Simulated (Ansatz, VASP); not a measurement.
Two plane-wave programs on Sc

The input INCAR:

```
SYSTEM = Sc
PREC = Accurate
ENCUT = 520
EDIFF = 1E-6
ISMEAR = -1
SIGMA = 0.1
LREAL = .FALSE.
LASPH = .TRUE.
NELM = 80
ALGO = Normal
ISIF = 2
LWAVE = .FALSE.
LCHARG = .FALSE.
GGA = RP
NBANDS = 24
```

The input KPOINTS:

```
regular mesh
0
G
  8 8 11
  0 0 0
```

File POSCAR:

```
Sc
1.0
    5.2152827625      0.0000000000      0.0000000000
   -2.6076413812      4.5165673602      0.0000000000
    0.0000000000      0.0000000000      3.2542388274
Sc
3
Direct
    0.0000000000      0.0000000000      0.0000000000
    0.3333333333      0.6666666667      0.5000000000
    0.6666666667      0.3333333333      0.5000000000
```

Input for Ansatz:

```yaml
crystal:
  lattice:
    - [5.2152827625, 0.0, 0.0]
    - [-2.6076413812, 4.5165673602, 0.0]
    - [0.0, 0.0, 3.2542388274]
  atoms:
    - { symbol: Sc, position: [0.0, 0.0, 0.0] }
    - { symbol: Sc, position: [0.3333333333, 0.6666666667, 0.5] }
    - { symbol: Sc, position: [0.6666666667, 0.3333333333, 0.5] }
hamiltonian:
  xc: rpbe
  pseudopotentials:
    kind: paw
    azcp:
      Sc: "pseudopotentials/Sc.paw.azcp"
basis:
  ecutwfc: 420
  fft_grid_basis: typed
kpoints:
  mp_grid: { grid: [8, 8, 11], shift: [0, 0, 0] }
magnetization:
  spin_polarized: false
scf:
  occupations: { method: fermi_dirac, width: 0.1 }
  lower_state_search: "off"
output:
  stress: true
  write_density: true
  write_potential: true
  elf: true
  volumetric_format: npy
```

Alike in both runs: task single point; functional RPBE; k mesh 8 × 8 × 11; occupations fermi-dirac, width 0.1 eV; no spin polarisation.

|  | VASP | Ansatz |
| --- | --- | --- |
| version | VASP 6.6.1 | Ansatz 0.2.0 |
| potentials or method | VASP PAW PBE potentials, release 64 (Sc_sv) | plane waves (420 eV) with PAW, scalar-relativistic |
| plane-wave cutoff (eV) | 520 | 420 |
| valence electrons in the cell | 33 | 33 |

|  | VASP | Ansatz | Ansatz less VASP |
| --- | --- | --- | --- |
| pressure (GPa) | 0.0 | 0.0 | -0.03 |

The functional is the same, so the differences come from potentials, cutoffs and numerics.

Caveats: the PAW data sets were made with another functional, which shifts forces and pressure a little (VASP).
